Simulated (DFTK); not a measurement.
Crystal: MgO.

```xyz
2
Lattice="0.0000 2.0970 2.0970 2.0970 0.0000 2.0970 2.0970 2.0970 0.0000" Properties=species:S:1:pos:R:3 pbc="T T T"
Mg    0.0000    0.0000    0.0000
O     2.0970    2.0970    2.0970
```

The cell is a database's computed one.

Base run:

- Program: DFTK 0.8.2
- Functional: BJ06
- Potentials or basis: SG15 1.2 (PBE)
- Cutoff: 1225 eV
- k mesh: 11 × 11 × 11
- Occupations: fermi-dirac, width 0.05 eV
- Spin: no spin polarisation

Its results: band gap on the k mesh 5.76 eV, direct.

**Question.** After a change of settings the same cell gave: band gap on the k mesh 4.57 eV, direct. Which change was it?
A. functional from BJ06 to r2SCAN
B. functional from BJ06 to LDA
C. functional from BJ06 to PBE0; k mesh from 11 × 11 × 11 to 2 × 2 × 2
D. functional from BJ06 to PBE0; k mesh from 11 × 11 × 11 to 3 × 3 × 3

**Answer.** B.

Caveats: the program leaves the constant c of mgga_x_tb09 at 1, so the potential is Becke-Johnson's (BJ06) and not Tran and Blaha's, with levels but no total energy (some runs).
